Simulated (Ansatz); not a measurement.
Crystal: Fe.

```
Fe
1.0
     0.00000    1.94174    1.96511
     1.49844    0.00000    1.96511
     1.49844    1.94174    0.00000
Fe
1
Cartesian
  0.0000 0.0000 0.0000
```

| Item | Value |
| --- | --- |
| Program | Ansatz 0.2.0 |
| Task | relaxation of cell and atoms |
| Functional | HSE03 |
| Potentials or basis | Ansatz PAW |
| Cutoff | 420 eV (not typed: the program's choice for these potentials) |
| k mesh | 7 × 7 × 7 |
| Occupations | fermi-dirac, width 0.05 eV |
| Spin | collinear spin, ferromagnetic start |
| Starting moments | [3.0] μB |

At the start: volume 11.44 Å³/atom.

**Question.** Where does the relaxation end?

**Answer.** It ends after 10 steps and the volume is 12.40 Å³/atom (+8.4 %); space group I4/mmm (No. 139, to 0.05 Å); moment 2.88 μB per cell.

The path:
| step | energy change (eV) | largest force (eV/Å) | volume (Å³) |
| --- | --- | --- | --- |
| 1 | 0.0000 | 0.0000 | 11.44 |
| 2 | -0.0402 | 0.0000 | 12.02 |
| 3 | -0.0463 | 0.0000 | 12.33 |
| 4 | -0.0464 | 0.0000 | 12.39 |
| 5 | -0.0464 | 0.0000 | 12.41 |
| 6 | -0.0465 | 0.0000 | 12.41 |
| 7 | -0.0465 | 0.0000 | 12.40 |
| 8 | -0.0478 | 0.0000 | 12.40 |
| 9 | -0.0478 | 0.0000 | 12.40 |
| 10 | -0.0478 | 0.0000 | 12.40 |

Final structure:
```cif
data_structure
_symmetry_space_group_name_H-M 'P 1'
_symmetry_Int_Tables_number 1
_cell_length_a 2.8709
_cell_length_b 2.5266
_cell_length_c 2.5265
_cell_angle_alpha 69.243
_cell_angle_beta 55.379
_cell_angle_gamma 55.378
_cell_volume 12.40
loop_
_atom_site_label
_atom_site_type_symbol
_atom_site_fract_x
_atom_site_fract_y
_atom_site_fract_z
_atom_site_occupancy
Fe1 Fe 0.00000 0.00000 0.00000 1
```

Caveat: the k mesh is coarse (spacing up to 0.44 Å⁻¹), so the values aren't converged, least of all with exact exchange; the magnetic or orbital state may not be the lowest; the plane-wave basis is chosen anew once the cell has moved, so the energies of steps on either side of that aren't comparable; the PAW data sets come from PBE, with cores solved anew for the run's functional, which leaves a small shift of forces and pressure.
